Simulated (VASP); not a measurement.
# AgCl (Chlorargyrite) (Fm-3m) in VASP: notebook

Aim: see how the results for AgCl (Chlorargyrite) move with the level of theory and the settings. Levels: PBE-EpsX, LDA. Tasks: band structure, phonons, dielectric tensor.

All numbers are computed with VASP 6.6.1; they aren't measurements. Logs are shortened: lines on timing, memory, paths and dates and some standing lists are left out, and cuts for length are marked.

**What was measured.**

From a printed reference work, data compilation, for a bulk crystal of AgCl: band gap 3.249 eV (indirect).

A printed reference work, monograph reports, for a bulk crystal of AgCl: high-frequency dielectric constant 3.92.

The runs below are set against these values where they give the same quantity.

**1. Starting point**

The structure is cubic, space group Fm-3m (No. 225). The conventional cell has a = 5.445 Å, b = 5.445 Å, c = 5.445 Å, α = 90.00°, β = 90.00°, γ = 90.00°. Ag (site symmetry m-3m) has 6 Cl at 2.72 Å as nearest neighbours. Cl (site symmetry m-3m) has 6 Ag at 2.72 Å as nearest neighbours.

**2. Band structure, PBE-EpsX**

Contents of POSCAR:

```
AgCl                                    
1.0
    0.0000000000      2.7224909982      2.7224909982
    2.7224909982      0.0000000000      2.7224909982
    2.7224909982      2.7224909982      0.0000000000
  Ag              Cl            
     1     1
Direct
     0.0000000000000000    0.0000000000000000    0.0000000000000000
     0.5000000000000000    0.5000000000000000    0.5000000000000000
```

Contents of INCAR.step1:

```
SYSTEM = AgCl
PREC = Accurate ; ENCUT = 520
EDIFF = 1E-8 ; ISMEAR = 0
SIGMA = 0.03 ; LREAL = .FALSE.
LASPH = .TRUE. ; NELM = 80
ALGO = Normal ; ISIF = 2
LWAVE = .FALSE. ; LCHARG = .FALSE.
LMAXMIX = 4 ; KPAR = 4
GGA = PE ; LEPSILON = .TRUE.
```

Contents of KPOINTS.step1:

```
Automatic mesh
0
G
  8 8 8
  0 0 0
```

Contents of INCAR.step2:

```
SYSTEM = AgCl
PREC = Accurate ; ENCUT = 520
EDIFF = 1E-5 ; ISMEAR = 0
SIGMA = 0.03 ; LREAL = .FALSE.
LASPH = .TRUE. ; NELM = 80
ALGO = Normal ; ISIF = 2
LWAVE = .TRUE. ; LCHARG = .FALSE.
LMAXMIX = 4 ; KPAR = 4
GGA = PE
```

Contents of KPOINTS.step2:

```
regular mesh
0
G
  6 6 6
  0 0 0
```

Contents of INCAR.step3:

```
SYSTEM = AgCl
PREC = Accurate ; ENCUT = 520
EDIFF = 1E-6 ; ISMEAR = 0
SIGMA = 0.03 ; LREAL = .FALSE.
LASPH = .TRUE. ; NELM = 80
ALGO = Normal ; ISIF = 2
LWAVE = .FALSE. ; LCHARG = .FALSE.
LMAXMIX = 4 ; GGA = PE
LHFCALC = .TRUE. ; AEXX = 0.1908
PRECFOCK = Fast ; HFRCUT = -1
KPAR = 4 ; ISTART = 1
```

Contents of KPOINTS.step3:

```
regular mesh
0
G
  6 6 6
  0 0 0
```

Contents of KPOINTS_OPT:

```
explicit points
6
Reciprocal
 0.0000000000  0.0000000000  0.0000000000 1
 0.3750000000  0.3750000000  0.7500000000 1
 0.5000000000  0.5000000000  0.5000000000 1
 0.6250000000  0.2500000000  0.6250000000 1
 0.5000000000  0.2500000000  0.7500000000 1
 0.5000000000  0.0000000000  0.5000000000 1
```

Potentials or basis: VASP PAW PBE potentials, release 64 (Ag, Cl).

Run with:

```
$ cat potpaw_PBE.64/Ag/POTCAR potpaw_PBE.64/Cl/POTCAR > POTCAR
$ cp INCAR.step1 INCAR
$ cp KPOINTS.step1 KPOINTS
$ mpirun -np 4 vasp_std > vasp.out
$ cp INCAR.step2 INCAR
$ cp KPOINTS.step2 KPOINTS
$ mpirun -np 4 vasp_std > vasp.out
$ cp INCAR.step3 INCAR
$ cp KPOINTS.step3 KPOINTS
$ mpirun -np 4 vasp_std > vasp.out
```

OUTCAR:

```text
SYSTEM = AgCl
   PREC = Accurate
   ENCUT = 520
   EDIFF = 1E-6
   ISMEAR = 0
   LREAL = .FALSE.
   LASPH = .TRUE.
   NELM = 80
   ISIF = 2
   GGA = PE
   LHFCALC = .TRUE.
   AEXX = 0.1908
   PRECFOCK = Fast
   ISTART = 1

 ion  position               nearest neighbor table
   1  0.000  0.000  0.000-   2 2.72   2 2.72   2 2.72   2 2.72   2 2.72   2 2.72
   2  0.500  0.500  0.500-   1 2.72   1 2.72   1 2.72   1 2.72   1 2.72   1 2.72

  LATTYP: Found a face centered cubic cell.
 ALAT       =     5.4449819964

  Lattice vectors:

 A1 = (   0.0000000000,   2.7224909982,   2.7224909982)
 A2 = (   2.7224909982,   0.0000000000,   2.7224909982)
 A3 = (   2.7224909982,   2.7224909982,   0.0000000000)

Analysis of symmetry for initial positions (statically):
=====================================================================
 Subroutine PRICEL returns:
 Original cell was already a primitive cell.

 Routine SETGRP: Setting up the symmetry group for a
 face centered cubic supercell.

 Subroutine GETGRP returns: Found 48 space group operations
 (whereof 48 operations were pure point group operations)
 out of a pool of 48 trial point group operations.

The static configuration has the point symmetry O_h .

Analysis of symmetry for dynamics (positions and initial velocities):
=====================================================================
 Subroutine PRICEL returns:
 Original cell was already a primitive cell.

 Routine SETGRP: Setting up the symmetry group for a
 face centered cubic supercell.

 Subroutine GETGRP returns: Found 48 space group operations
 (whereof 48 operations were pure point group operations)
 out of a pool of 48 trial point group operations.

The dynamic configuration has the point symmetry O_h .

 Subroutine INISYM returns: Found 48 space group operations
 (whereof 48 operations are pure point group operations),
 and found     1 'primitive' translations

----------------------------------------------------------------------------------------

                                     Primitive cell

  volume of cell :      40.3580

  direct lattice vectors                    reciprocal lattice vectors
     0.000000000  2.722490998  2.722490998    -0.183655336  0.183655336  0.183655336
     2.722490998  0.000000000  2.722490998     0.183655336 -0.183655336  0.183655336
     2.722490998  2.722490998  0.000000000     0.183655336  0.183655336 -0.183655336

  length of vectors
     3.850183693  3.850183693  3.850183693     0.318100374  0.318100374  0.318100374

  position of ions in fractional coordinates (direct lattice)
     0.000000000  0.000000000  0.000000000
     0.500000000  0.500000000  0.500000000

  ion indices of the primitive-cell ions
   primitive index   ion index
                 1           1
                 2           2

----------------------------------------------------------------------------------------

 KPOINTS: regular mesh

Automatic generation of k-mesh.
 Grid dimensions read from file:
 generate k-points for:    6    6    6

 Generating k-lattice:

  Cartesian coordinates                     Fractional coordinates (reciprocal lattice)
    -0.030609223  0.030609223  0.030609223     0.166666667  0.000000000  0.000000000
     0.030609223 -0.030609223  0.030609223     0.000000000  0.166666667  0.000000000
     0.030609223  0.030609223 -0.030609223     0.000000000  0.000000000  0.166666667

  Length of vectors
     0.053016729  0.053016729  0.053016729

  Shift w.r.t. Gamma in fractional coordinates (k-lattice)
     0.000000000  0.000000000  0.000000000

 Subroutine IBZKPT returns following result:
 ===========================================

 Found     16 irreducible k-points:

 Following reciprocal coordinates:
            Coordinates               Weight
  0.000000  0.000000  0.000000      1.000000
  0.166667  0.000000  0.000000      8.000000
  0.333333  0.000000  0.000000      8.000000
  0.500000  0.000000  0.000000      4.000000
  0.166667  0.166667  0.000000      6.000000
  0.333333  0.166667  0.000000     24.000000
[... 8 lines left out ...]
 -0.333333  0.333333  0.166667     24.000000
 -0.333333  0.500000  0.166667     12.000000
   k-points           NKPTS =     16   k-points in BZ     NKDIM =    216   number of bands    NBANDS=     13
   number of dos      NEDOS =    301   number of ions     NIONS =      2
   total plane-waves  NPLWV =  27000
   dimension x,y,z NGX =    30 NGY =   30 NGZ =   30
   dimension x,y,z NGXF=    60 NGYF=   60 NGZF=   60
   ions per type =               1   1
   NGX,Y,Z   is equivalent  to a cutoff of  12.95, 12.95, 12.95 a.u.
   NGXF,Y,Z  is equivalent  to a cutoff of  25.91, 25.91, 25.91 a.u.
 SYSTEM =  AgCl
   PREC   = accura    normal or accurate (medium, high low for compatibility)
   ISTART =      1    job   : 0-new  1-cont  2-samecut
   ICHARG =      0    charge: 1-file 2-atom 10-const
   ISPIN  =      1    spin polarized calculation?
   LNONCOLLINEAR =      F non collinear calculations
   LSORBIT =      F    spin-orbit coupling
   LASPH  =      T    aspherical Exc in radial PAW
   ENCUT  =  520.0 eV  38.22 Ry    6.18 a.u.   7.16  7.16  7.16*2*pi/ulx,y,z
   NELM   =     80;   NELMIN=  2; NELMDL=  0     # of ELM steps
   EDIFF  = 0.1E-05   stopping-criterion for ELM
   LREAL  =      F    real-space projection
   EDIFFG = 0.1E-04   stopping-criterion for IOM
   NSW    =      0    number of steps for IOM
   IBRION =     -1    ionic relax: 0-MD 1-quasi-New 2-CG
   NFREE  =      0    steps in history (QN), initial steepest desc. (CG)
   ISIF   =      2    stress and relaxation
   ISYM   =      3    0-nonsym 1-usesym 2-fastsym
   POTIM  = 0.5000    time-step for ionic-motion
   TEBEG  =    0.0;   TEEND  =   0.0 temperature during run
   PSTRESS=    0.0 pullay stress
   NELECT =      18.0000    total number of electrons
   NUPDOWN=      -1.0000    fix difference up-down
   EMIN   =  10.00;   EMAX   =-10.00  energy-range for DOS
   EFERMI =   0.00;   METHOD = LEGACY
   ISMEAR =     0;   SIGMA  =   0.03  broadening in eV -4-tet -1-fermi 0-gaus
   EFERMI_NEDOS =   21; number of points for ismear=-14 and -15
   IALGO  =     38    algorithm
   IMIX   =      1    mixing-type and parameters
     AMIX     =   0.40;   BMIX     =  1.00
     AMIX_MAG =   1.60;   BMIX_MAG =  1.00
  volume/ion in A,a.u.               =      20.18       136.17
  Fermi-wavevector in a.u.,A,eV,Ry     =   1.250804  2.363677 21.286455  1.564510
  Thomas-Fermi vector in A             =   2.384781
   LORBIT       =      0    0 simple, 1 ext, 2 COOP (PROOUT), +10 PAW based schemes
   GGA     = PE    functional components
   LHFCALC =     T    Hartree Fock is set to
   PRECFOCK=fast      Normal, Fast or Accurate (Low or Medium for compatibility)
   ENCUT4O =  -1.0   cutoff for four orbital integrals eV
   NKREDX  =     1    reduce k-point grid by
   NKREDY  =     1    reduce k-point grid by
   NKREDZ  =     1    reduce k-point grid by
   AEXX    =    0.1908 exact exchange contribution
   HFSCREEN=    0.0000 screening length (either q_TF or 0.3 A-1)
   HFSCREENC=   0.0000 screening length for correlation (either q_TF or 0.3 A-1)
   ENCUTFOCK=  -1.0 apply spherical cutoff to Coloumb kernel
   IVDW    =     0    specifies the selected vdW correction
   LEPSILON=     F    determine dielectric tensor
   LRPA    =     F    only Hartree local field effects (RPA)
 non-spin polarized calculation
 Gauss-broadening in eV      SIGMA  =   0.03
  energy-cutoff  :      520.00
  volume of cell :       40.36
 maximum number of plane-waves:      1106
 NGX is ok and might be reduce to    30
  NGX = 16; NGY = 16; NGZ = 16

 number of electron      18.0000001 magnetization

 Free energy of the ion-electron system (eV)
  ---------------------------------------------------
  ext. energy  EPLUGINS =         0.00000000
  ---------------------------------------------------
  free energy    TOTEN  =        -6.70968705 eV

  energy without entropy =       -6.70968705  energy(sigma->0) =       -6.70968705

 E-fermi :   3.6356     XC(G=0):  -8.5815

 val. band max:        3.4746383455   @ k =   0.5000   0.0000   0.0000
 cond. band min:       6.0197541401   @ k =   0.0000   0.0000   0.0000
 fundamental gap:      2.5451157946
 Fermi energy:         3.6356429732

 k-point     1 :       0.0000    0.0000    0.0000
  band No.  band energies     occupation
      1     -12.9884      2.00000
      2       0.4577      2.00000
      3       0.4577      2.00000
      4       0.4577      2.00000
      5       0.4700      2.00000
      6       0.4700      2.00000
      7       0.9600      2.00000
      8       0.9600      2.00000
      9       0.9600      2.00000
     10       6.0198      0.00000
     11      16.0993      0.00000
     12      16.0993      0.00000
     13      16.0993      0.00000

 k-point     2 :       0.1667    0.0000    0.0000
  band No.  band energies     occupation
      1     -12.8612      2.00000
      2      -0.4602      2.00000
      3      -0.4003      2.00000
      4      -0.4003      2.00000
      5       0.5606      2.00000
      6       0.5606      2.00000
      7       0.9753      2.00000
      8       1.9769      2.00000
      9       1.9769      2.00000
     10       7.2163      0.00000
     11      14.0767      0.00000
     12      15.4543      0.00000
     13      15.4543      0.00000

 k-point     3 :       0.3333    0.0000    0.0000
  band No.  band energies     occupation
      1     -12.5875      2.00000
      2      -1.8533      2.00000
      3      -1.1183      2.00000
      4      -1.1183      2.00000
      5       0.7728      2.00000
      6       0.7728      2.00000
      7       1.1824      2.00000
      8       3.0288      2.00000
      9       3.0288      2.00000
     10       8.8470      0.00000
     11      12.4601      0.00000
     12      13.6152      0.00000
     13      13.6152      0.00000
[... 177 lines left out ...]
 k-point    15 :      -0.3333    0.3333    0.1667
  band No.  band energies     occupation
      1     -12.3976      2.00000
      2      -1.6821      2.00000
      3      -1.1547      2.00000
      4      -1.1357      2.00000
      5       0.8068      2.00000
      6       0.9000      2.00000
      7       1.1923      2.00000
      8       1.7578      2.00000
      9       2.5275      2.00000
     10       9.9496      0.00000
     11      11.5695      0.00000
     12      13.2759      0.00000
     13      14.1426      0.00000

 k-point    16 :      -0.3333    0.5000    0.1667
  band No.  band energies     occupation
      1     -12.3952      2.00000
      2      -1.2454      2.00000
      3      -1.1132      2.00000
      4      -0.7517      2.00000
      5       0.8627      2.00000
      6       1.0141      2.00000
      7       1.0211      2.00000
      8       1.0817      2.00000
      9       1.9048      2.00000
     10       8.8515      0.00000
     11      12.9213      0.00000
     12      13.5227      0.00000
     13      14.4354      0.00000

------------------------ aborting loop because EDIFF is reached ----------------------------------------

  FORCE on cell =-STRESS in cart. coord.  units (eV):
  Direction    XX          YY          ZZ          XY          YZ          ZX
  --------------------------------------------------------------------------------------
  -------------------------------------------------------------------------------------
  Total        1.0816560      1.0816560      1.0816560     -0.0000000     -0.0000000      0.0000000
  in kB       42.9408264     42.9408264     42.9408264     -0.0000000     -0.0000000      0.0000000
  external PRESSURE =      42.9408264 kB  Pullay stress =       0.0000000 kB

 VOLUME and BASIS-vectors are now :
 -----------------------------------------------------------------------------
  energy-cutoff  :      520.00
  volume of cell :       40.36
      direct lattice vectors                 reciprocal lattice vectors
     0.000000000  2.722490998  2.722490998    -0.183655336  0.183655336  0.183655336
     2.722490998  0.000000000  2.722490998     0.183655336 -0.183655336  0.183655336
     2.722490998  2.722490998  0.000000000     0.183655336  0.183655336 -0.183655336

 POSITION                                       TOTAL-FORCE (eV/Angst)
 -----------------------------------------------------------------------------------
      0.00000      0.00000      0.00000        -0.000000      0.000000     -0.000000
      2.72249      2.72249      2.72249         0.000000     -0.000000      0.000000
 -----------------------------------------------------------------------------------
    total drift:                               -0.000000     -0.000000     -0.000000

  FREE ENERGIE OF THE ION-ELECTRON SYSTEM (eV)
  ---------------------------------------------------
  free  energy   TOTEN  =        -6.7096870539 eV

  energy  without entropy=       -6.7096870539  energy(sigma->0) =       -6.70968705
```

It took 2.7 min on 4 MPI ranks of Intel Xeon 6975P-C (Granite Rapids), shared host; peak memory 0.24 GiB.

What came out:

| Item | Value |
| --- | --- |
| Free energy | -6.7097 eV |
| Pressure | 4.3 GPa |
| Band gap on the k mesh | 2.55 eV, indirect (least direct gap 5.06 eV) |
| Band gap along the path | 2.55 eV, indirect (least direct gap 5.06 eV) |

Caveat: the PAW data sets were made with another functional, which shifts forces and pressure a little.

(Continued in part 2 of 2.)
